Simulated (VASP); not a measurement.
# Al (Fm-3m) in VASP: further runs

The runs below take Al through relaxation of cell and atoms, with PBEsol.

All numbers are computed with VASP 6.6.1; they aren't measurements. Logs are shortened: lines on timing, memory, paths and dates and some standing lists are left out, and cuts for length are marked.

### 1 Starting point

It takes space group Fm-3m (No. 225, cubic). The conventional cell has a = 4.050 Å, b = 4.050 Å, c = 4.050 Å, α = 90.00°, β = 90.00°, γ = 90.00°. Al (site symmetry m-3m) has 12 Al at 2.86 Å as nearest neighbours.

### 2 Relaxation of cell and atoms, PBEsol, target pressure 2 GPa, at which the enthalpy is minimised

The input, INCAR:

```
  PREC = Accurate
  ENCUT = 600
  EDIFF = 1E-6
  ISMEAR = -1
  SIGMA = 0.05
  LREAL = False
  LASPH = True
  NELM = 80
  ALGO = Fast
  ISIF = 3
  LWAVE = False
  LCHARG = False
  GGA = PS
  IBRION = 2
  NSW = 40
  EDIFFG = -0.005
  PSTRESS = 20
```

The input, KPOINTS:

```
regular mesh
0
Gamma
  11 11 11
```

The input, POSCAR:

```
Al
1.0
    0.0000000000      2.0248050000      2.0248050000
    2.0248050000      0.0000000000      2.0248050000
    2.0248050000      2.0248050000      0.0000000000
Al
1
Direct
    0.0000000000      0.0000000000      0.0000000000
```

Potentials or basis: VASP PAW PBE potentials, release 64 (Al).

Command:

```console
cat potpaw_PBE.64/Al/POTCAR > POTCAR
mpirun -np 1 vasp_std > vasp.out
```

OUTCAR:

```text
PREC = Accurate
   ENCUT = 600
   EDIFF = 1E-6
   ISMEAR = -1
   LREAL = False
   LASPH = True
   NELM = 80
   ISIF = 3
   GGA = PS
   IBRION = 2
   NSW = 40
   EDIFFG = -0.005
   PSTRESS = 20

 ion  position               nearest neighbor table
   1  0.000  0.000  0.000-

  LATTYP: Found a face centered cubic cell.
 ALAT       =     4.0496100000

  Lattice vectors:

 A1 = (   0.0000000000,   2.0248050000,   2.0248050000)
 A2 = (   2.0248050000,   0.0000000000,   2.0248050000)
 A3 = (   2.0248050000,   2.0248050000,   0.0000000000)

Analysis of symmetry for initial positions (statically):
=====================================================================
 Subroutine PRICEL returns:
 Original cell was already a primitive cell.

 Routine SETGRP: Setting up the symmetry group for a
 face centered cubic supercell.

 Subroutine GETGRP returns: Found 48 space group operations
 (whereof 48 operations were pure point group operations)
 out of a pool of 48 trial point group operations.

The static configuration has the point symmetry O_h .

Analysis of symmetry for dynamics (positions and initial velocities):
=====================================================================
 Subroutine PRICEL returns:
 Original cell was already a primitive cell.

 Routine SETGRP: Setting up the symmetry group for a
 face centered cubic supercell.

 Subroutine GETGRP returns: Found 48 space group operations
 (whereof 48 operations were pure point group operations)
 out of a pool of 48 trial point group operations.

The dynamic configuration has the point symmetry O_h .

 Subroutine INISYM returns: Found 48 space group operations
 (whereof 48 operations are pure point group operations),
 and found     1 'primitive' translations

----------------------------------------------------------------------------------------

                                     Primitive cell

  volume of cell :      16.6027

  direct lattice vectors                    reciprocal lattice vectors
     0.000000000  2.024805000  2.024805000    -0.246937359  0.246937359  0.246937359
     2.024805000  0.000000000  2.024805000     0.246937359 -0.246937359  0.246937359
[... 89 lines left out ...]
   ISIF   =      3    stress and relaxation
   ISYM   =      2    0-nonsym 1-usesym 2-fastsym
   POTIM  = 0.5000    time-step for ionic-motion
   TEBEG  =    0.0;   TEEND  =   0.0 temperature during run
   PSTRESS=   20.0 pullay stress
   NELECT =       3.0000    total number of electrons
   NUPDOWN=      -1.0000    fix difference up-down
   EMIN   =  10.00;   EMAX   =-10.00  energy-range for DOS
   EFERMI =   0.00;   METHOD = LEGACY
   ISMEAR =    -1;   SIGMA  =   0.05  broadening in eV -4-tet -1-fermi 0-gaus
   EFERMI_NEDOS =   21; number of points for ismear=-14 and -15
   IALGO  =     68    algorithm
   IMIX   =      4    mixing-type and parameters
     AMIX     =   0.40;   BMIX     =  1.00
     AMIX_MAG =   1.60;   BMIX_MAG =  1.00
  volume/ion in A,a.u.               =      16.60       112.04
  Fermi-wavevector in a.u.,A,eV,Ry     =   0.925526  1.748991 11.654733  0.856599
  Thomas-Fermi vector in A             =   2.051390
   LORBIT       =      0    0 simple, 1 ext, 2 COOP (PROOUT), +10 PAW based schemes
   GGA     = PS    functional components
   LHFCALC =     F    Hartree Fock is set to
   AEXX    =    0.0000 exact exchange contribution
   IVDW    =     0    specifies the selected vdW correction
   LEPSILON=     F    determine dielectric tensor
   LRPA    =     F    only Hartree local field effects (RPA)
 conjugate gradient relaxation of ions
 non-spin polarized calculation
 RMM-DIIS sequential band-by-band and
  energy-cutoff  :      600.00
  volume of cell :       16.60
 maximum number of plane-waves:       564
   NGX = 11   NGY = 11   NGZ = 11

--------------------------------------- Ionic step        1  -------------------------------------------

 number of electron       3.0000000 magnetization

 Free energy of the ion-electron system (eV)
  ---------------------------------------------------
  ext. energy  EPLUGINS =         0.00000000
  ---------------------------------------------------
  free energy    TOTEN  =        -4.09962366 eV

  energy without entropy =       -4.09562720  energy(sigma->0) =       -4.09762543

------------------------ aborting loop because EDIFF is reached ----------------------------------------

  FORCE on cell =-STRESS in cart. coord.  units (eV):
  Direction    XX          YY          ZZ          XY          YZ          ZX
  --------------------------------------------------------------------------------------
  -------------------------------------------------------------------------------------
  Total       -0.1937593     -0.1937593     -0.1937593      0.0000000     -0.0000000      0.0000000
  in kB      -18.6979291    -18.6979291    -18.6979291      0.0000000     -0.0000000      0.0000000
  external PRESSURE =     -38.6979291 kB  Pullay stress =      20.0000000 kB
[... 61 lines left out ...]
--------------------------------------- Ionic step        3  -------------------------------------------

 number of electron       3.0000000 magnetization

 Free energy of the ion-electron system (eV)
  ---------------------------------------------------
  ext. energy  EPLUGINS =         0.00000000
  ---------------------------------------------------
  free energy    TOTEN  =        -4.09968832 eV

  energy without entropy =       -4.09579320  energy(sigma->0) =       -4.09774076

 E-fermi :   8.3736     XC(G=0): -10.4046

 val. band max:        8.3398194118   @ k =  -0.4545   0.3636   0.0000
 cond. band min:       8.4058082699   @ k =   0.4545   0.1818   0.0909
 fundamental gap:      0.0659888581
 Fermi energy:         8.3736229621

 k-point     1 :       0.0000    0.0000    0.0000
  band No.  band energies     occupation
      1      -3.0356      2.00000
      2      21.1943      0.00000
      3      21.1943      0.00000
      4      21.1943      0.00000
      5      22.9963      0.00000
[... 177 lines left out ...]
 k-point    24 :      -0.1818    0.1818    0.0000
  band No.  band energies     occupation
      1      -0.5963      2.00000
      2      12.2541      0.00000
      3      13.8308      0.00000
      4      20.5596      0.00000
      5      22.6183      0.00000

 [... further k-points ...]

------------------------ aborting loop because EDIFF is reached ----------------------------------------

  FORCE on cell =-STRESS in cart. coord.  units (eV):
  Direction    XX          YY          ZZ          XY          YZ          ZX
  --------------------------------------------------------------------------------------
  -------------------------------------------------------------------------------------
  Total        0.1984372      0.1984372      0.1984372     -0.0000000     -0.0000000      0.0000000
  in kB       20.0605153     20.0605153     20.0605153     -0.0000000     -0.0000000      0.0000000
  external PRESSURE =       0.0605153 kB  Pullay stress =      20.0000000 kB
[... 20 lines left out ...]
  energy  without entropy=       -4.0957931961  energy(sigma->0) =       -4.09774076

  enthalpy is  TOTEN    =        -3.9018497685 eV   P V=        0.1978385556

 reached required accuracy - stopping structural energy minimisation
```

It took 4.4 s on 1 thread of Intel Xeon 6975P-C (Granite Rapids), shared host; peak memory 0.13 GiB.

What came out:

```
Free energy                                            : -4.0997 eV
Relaxed volume                                         : 15.85 Å³/atom
Relaxed cell                                           : a = 2.819 Å, b = 2.819 Å, c = 2.819 Å, α = 60.00°, β = 60.00°, γ = 60.00°
Space group after relaxing (to 0.05 Å)                 : Fm-3m (No. 225)
Energy change on relaxing (the enthalpy is what falls) : -0.1 meV/atom
Ionic steps                                            : 3
Pressure after relaxing                                : 2.0 GPa
Band gap on the k mesh                                 : none (metal or under the smearing width)
```

Final structure:
```xyz
1
Lattice="0.0000 1.9937 1.9937 1.9937 0.0000 1.9937 1.9937 1.9937 0.0000" Properties=species:S:1:pos:R:3 pbc="T T T"
Al    0.0000    0.0000    0.0000
```

Caveat: the cell is relaxed towards a set pressure, so the enthalpy falls and the energy may rise; the PAW data sets were made with another functional, which shifts forces and pressure a little.

### 3 Relaxation of cell and atoms, PBEsol, target pressure 5 GPa, at which the enthalpy is minimised

INCAR: that of step 2 with these lines changed.

```diff
@@ -16,2 +16,2 @@
   EDIFFG = -0.005
-  PSTRESS = 20
+  PSTRESS = 50
```

KPOINTS is that of step 2.

POSCAR is that of step 2.

Potentials or basis: VASP PAW PBE potentials, release 64 (Al).

Command:

```console
cat potpaw_PBE.64/Al/POTCAR > POTCAR
mpirun -np 1 vasp_std > vasp.out
```

Run time: 6.4 s. Hardware: 1 thread of Intel Xeon 6975P-C (Granite Rapids), shared host; peak memory 0.13 GiB.

The run converged. Its results:

| Item | Value |
| --- | --- |
| Free energy | -4.0893 eV |
| Relaxed volume | 15.37 Å³/atom |
| Relaxed cell | a = 2.791 Å, b = 2.791 Å, c = 2.791 Å, α = 60.00°, β = 60.00°, γ = 60.00° |
| Space group after relaxing (to 0.05 Å) | Fm-3m (No. 225) |
| Energy change on relaxing (the enthalpy is what falls) | +10.3 meV/atom |
| Ionic steps | 3 |
| Pressure after relaxing | 5.0 GPa |
| Band gap on the k mesh | none (metal or under the smearing width) |

The path:
| step | energy change (eV) | largest force (eV/Å) | pressure (GPa) | volume (Å³) |
| --- | --- | --- | --- | --- |
| 1 | 0.0000 | 0.0000 | -1.87 | 16.60 |
| 2 | 0.0273 | 0.0000 | 8.06 | 14.95 |
| 3 | 0.0103 | 0.0000 | 5.01 | 15.37 |

Final structure:
```xyz
1
Lattice="0.0000 1.9734 1.9734 1.9734 0.0000 1.9734 1.9734 1.9734 0.0000" Properties=species:S:1:pos:R:3 pbc="T T T"
Al    0.0000    0.0000    0.0000
```

Levels at points of the mesh, in eV from the Fermi level:
| k point | band 1 | band 2 | band 3 | band 4 | band 5 |
| --- | --- | --- | --- | --- | --- |
| (0.00, 0.00, 0.00) | -11.62 | 13.00 | 13.00 | 13.00 | 15.05 |

Caveat: the cell is relaxed towards a set pressure, so the enthalpy falls and the energy may rise; the PAW data sets were made with another functional, which shifts forces and pressure a little.

[end of part 1 of 2]
